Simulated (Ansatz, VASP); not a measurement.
## One calculation of B, two programs

```
B
1.0
     3.33093    0.00000    0.00000
    -1.66547    2.88467    0.00000
     0.00000    0.00000    1.90811
B
3
Direct
  0.00000 0.00000 0.00000
  0.33333 0.66667 0.50000
  0.66667 0.33333 0.50000
```

Alike in both runs: functional r2SCAN; k mesh 6 × 6 × 8; occupations gaussian, width 0.1 eV; no spin polarisation.

Ansatz relaxed the structure, and its values are those at the end. VASP's run is a single point on that final structure, the one shown.

|  | VASP | Ansatz |
| --- | --- | --- |
| version | VASP 6.6.1 | Ansatz 0.2.0 |
| potentials or method | VASP PAW PBE potentials, release 64 (B) | scalar-relativistic, plane waves, PAW |
| plane-wave cutoff (eV) | 520 | 500 |
| valence electrons in the cell | 9 | 9 |

Ansatz gave:

| Item | Value |
| --- | --- |
| gap on the k mesh at the Fermi level (eV) | none |
| pressure (GPa) | 0.0 |

Which values does VASP return?

gap on the k mesh at the Fermi level (eV): none; pressure (GPa): -0.2.

A gap of «none» marks a metal or a gap that the smearing closes. With one functional, cell and mesh, what is left measures potentials, basis and numerics.

Caveats: the k mesh is coarse (spacing up to 0.41 Å⁻¹), so the values aren't converged; the PAW data sets were made with another functional, which shifts forces and pressure a little (VASP).
